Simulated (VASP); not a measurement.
Input of a VASP 6.6.1 run:

INCAR

```
  PREC = Accurate
  ENCUT = 600
  EDIFF = 1E-6
  ISMEAR = 0
  SIGMA = 0.03
  LREAL = F
  LASPH = T
  NELM = 80
  ALGO = Normal
  ISIF = 3
  LWAVE = F
  LCHARG = F
  IBRION = 2
  NSW = 90
  EDIFFG = -0.01
```

The input KPOINTS:

```
regular mesh
0
Gamma
  12 12 6
```

File POSCAR:

```
AlN
1.0
    3.1130000000      0.0000000000      0.0000000000
   -1.5565000000      2.6959370820      0.0000000000
    0.0000000000      0.0000000000      4.9810000000
Al N
2 2
Direct
    0.3333333333      0.6666666667      0.0000000000
    0.6666666667      0.3333333333      0.5000000000
    0.3333333333      0.6666666667      0.3800000000
    0.6666666667      0.3333333333      0.8800000000
```

Potentials or basis: VASP PAW LDA potentials, release 64 (Al, N).

Launch:

```sh
$ cat potpaw_LDA.64/Al/POTCAR potpaw_LDA.64/N/POTCAR > POTCAR
$ mpirun -np 1 vasp_std > vasp.out
```

**Question.** Estimate the band gap on the k mesh.

**Answer.** 4.41 eV, direct.

**Question.** What does it give for the space group after relaxing (to 0.05 Å)?

**Answer.** P6_3mc (No. 186).

Final structure:
```yaml
crystal:
  lattice:
    - [3.09088, 0.00000, 0.00000]
    - [-1.54544, 2.67678, 0.00000]
    - [0.00000, 0.00000, 4.94680]
  atoms:
    - { symbol: Al, position: [0.33333, 0.66667, 0.99905] }
    - { symbol: Al, position: [0.66667, 0.33333, 0.49905] }
    - { symbol: N, position: [0.33333, 0.66667, 0.38095] }
    - { symbol: N, position: [0.66667, 0.33333, 0.88095] }
```

A k mesh can miss the band edges. Zero-point motion and thermal expansion aren't in these numbers.
